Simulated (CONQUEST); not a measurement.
PbS (Galena):

```
Pb S
1.0
     4.19420    0.00000    0.00000
     0.00000    4.19420    0.00000
     0.00000    0.00000    5.93150
Pb S
2 2
Direct
  0.00000 0.00000 0.00000
  0.50000 0.50000 0.50000
  0.00000 0.00000 0.50000
  0.50000 0.50000 0.00000
```

Base run:

- Program: CONQUEST 1.3
- Functional: PBE
- Potentials or basis: PseudoDojo NC PBE, DZ, grid cutoff 120 Ha
- k mesh: 6 × 6 × 5
- Occupations: fermi-dirac, width 0.05 eV
- Spin: no spin polarisation

Its results: pressure 4.6 GPa.

Problem. The run is repeated on the same cell with these changes: potentials or basis from PseudoDojo NC PBE, DZ, grid cutoff 120 Ha to PseudoDojo NC PBE, SZ, grid cutoff 120 Ha. What comes out?

Solution. Pressure 6.5 GPa.

Caveats: the atomic basis is small; the basis of atomic orbitals isn't converged, which shifts pressures, moduli and gaps; the box holds several primitive cells, so bands are folded and the points are those of the box's own zone (some runs); the real-space grid breaks the cell's symmetry a little (some runs).
